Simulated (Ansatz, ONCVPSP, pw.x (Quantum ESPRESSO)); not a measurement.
# pw.x on sc Pb: one setting changed

Potential: optimised norm-conserving Vanderbilt (ONCV), ONCVPSP 4.0.1, PBE; core [Kr] 4d10 4f14, reference 5s2 5p6 5d10 6s1.5 6p2.5; waves: 5s+6s: rc 1.35 bohr, ncon 4, nbas 8, qcut 7.9 1/bohr, 2 projectors; 5p+6p: rc 1.90 bohr, ncon 4, nbas 8, qcut 8.8 1/bohr, 2 projectors; 5d: rc 1.95 bohr, ncon 4, nbas 8, qcut 9.8 1/bohr, 1 projector; local part: polynomial inside 1.15 bohr (lpopt 5, dvloc0 -1 Ha); core correction: none.

The reference run (k-mesh 10³, cutoffs 105/420 Ry, Fermi–Dirac 0.01 Ry, mixing_beta 0.4, conv_thr 1e-9, no spin) gives -0.24 GPa at 34.553 Å³/atom, where all-electron LAPW gives -0.11 GPa. This run, with its own iteration cap, changes k-mesh points per axis to 2.

```
&control
  calculation='scf', prefix='x', pseudo_dir='./', outdir='./tmp', tstress=.true., disk_io='none'
/
&system
  ibrav=0, nat=1, ntyp=1, ecutwfc=105, ecutrho=420, nbnd=20,
  occupations='smearing', smearing='fd', degauss=0.01
/
&electrons
  conv_thr=1e-09, mixing_beta=0.4, electron_maxstep=60
/
ATOMIC_SPECIES
Pb 1.0 Pb.UPF
CELL_PARAMETERS angstrom
  3.25708121 0.00000000 0.00000000
  0.00000000 3.25708121 0.00000000
  0.00000000 0.00000000 3.25708121
ATOMIC_POSITIONS crystal
Pb 0.0000 0.0000 0.0000
K_POINTS automatic
2 2 2 0 0 0
```

```bash
pw.x < Pb.scf.in > Pb.scf.out
```

How does the run end?

It converges in 8 iterations; the free energy moves by -1.11 eV/atom and the pressure by +1.24 GPa.

```
Message from routine setup:
     using ibrav=0 with symmetry is DISCOURAGED, use correct ibrav instead
     lattice parameter (alat)  =       6.1550  a.u.
     unit-cell volume          =     233.1752 (a.u.)^3
     number of electrons       =        22.00
     number of Kohn-Sham states=           20
     kinetic-energy cutoff     =     105.0000  Ry
     charge density cutoff     =     420.0000  Ry
     scf convergence threshold =      1.0E-09
     Exchange-correlation= PBE
     number of k points=     4  Fermi-Dirac smearing, width (Ry)=  0.0100
     iteration #  1     ecut=   105.00 Ry     beta= 0.40
     total energy              =    -389.98713207 Ry
     estimated scf accuracy    <       0.00458360 Ry
     iteration #  2     ecut=   105.00 Ry     beta= 0.40
     total energy              =    -389.98693913 Ry
     estimated scf accuracy    <       0.00138120 Ry
     iteration #  3     ecut=   105.00 Ry     beta= 0.40
     total energy              =    -389.98698910 Ry
     estimated scf accuracy    <       0.00002291 Ry
     iteration #  4     ecut=   105.00 Ry     beta= 0.40
     total energy              =    -389.98699263 Ry
     estimated scf accuracy    <       0.00000159 Ry
     iteration #  5     ecut=   105.00 Ry     beta= 0.40
     total energy              =    -389.98699294 Ry
     estimated scf accuracy    <       0.00000042 Ry
     iteration #  6     ecut=   105.00 Ry     beta= 0.40
     total energy              =    -389.98699293 Ry
     estimated scf accuracy    <       0.00000009 Ry
     iteration #  7     ecut=   105.00 Ry     beta= 0.40
     total energy              =    -389.98699296 Ry
     estimated scf accuracy    <       0.00000002 Ry
     iteration #  8     ecut=   105.00 Ry     beta= 0.40
     the Fermi energy is     9.6011 ev
!    total energy              =    -389.98699296 Ry
     estimated scf accuracy    <          1.1E-11 Ry
     smearing contrib. (-TS)   =      -0.00675866 Ry
     The total energy is F=E-TS. E is the sum of the following terms:
     one-electron contribution =    -259.48820059 Ry
     hartree contribution      =     124.47460610 Ry
     xc contribution           =     -31.85471664 Ry
     ewald contribution        =    -223.11192317 Ry
     convergence has been achieved in   8 iterations
          total   stress  (Ry/bohr**3)                   (kbar)     P=       10.03
     Message from routine punch:
     Nothing written, as per user request (disk_io='none')
```

The run took about 3.8 s on one core of a shared host (AMD EPYC 9R14, 96 threads, 370 GiB, load 67).
